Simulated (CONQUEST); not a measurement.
Crystal: Hf.

```xyz
2
Lattice="3.6100 0.0000 0.0000 0.0000 3.6100 0.0000 0.0000 0.0000 3.6100" Properties=species:S:1:pos:R:3 pbc="T T T"
Hf    0.0000    0.0000    0.0000
Hf    1.8050    1.8050    1.8050
```

This isn't the form of Hf at room conditions, which is hcp.

Base run:

| Item | Value |
| --- | --- |
| Program | CONQUEST 1.3 |
| Functional | PBE |
| Potentials or basis | PseudoDojo NC PBE, SZP, grid cutoff 120 Ha |
| k mesh | 7 × 7 × 7 |
| Occupations | fermi-dirac, width 0.05 eV |
| Spin | no spin polarisation |

Its results: band gap on the k mesh none (metal or under the smearing width); pressure -4.5 GPa.

Task: After a change of settings the same cell gave: band gap on the k mesh none (metal or under the smearing width); pressure -12.0 GPa. Which change was it?
A. potentials or basis from PseudoDojo NC PBE, SZP, grid cutoff 120 Ha to PseudoDojo NC PBE, DZ, grid cutoff 120 Ha
B. potentials or basis from PseudoDojo NC PBE, SZP, grid cutoff 120 Ha to PseudoDojo NC PBE, SZ, grid cutoff 120 Ha
C. potentials or basis from PseudoDojo NC PBE, SZP, grid cutoff 120 Ha to PseudoDojo NC PBE, DZP, grid cutoff 120 Ha

Result: B.

Caveats: the atomic basis is small; the box holds several primitive cells, so bands are folded and the points are those of the box's own zone; the basis of atomic orbitals isn't converged, which shifts pressures, moduli and gaps.
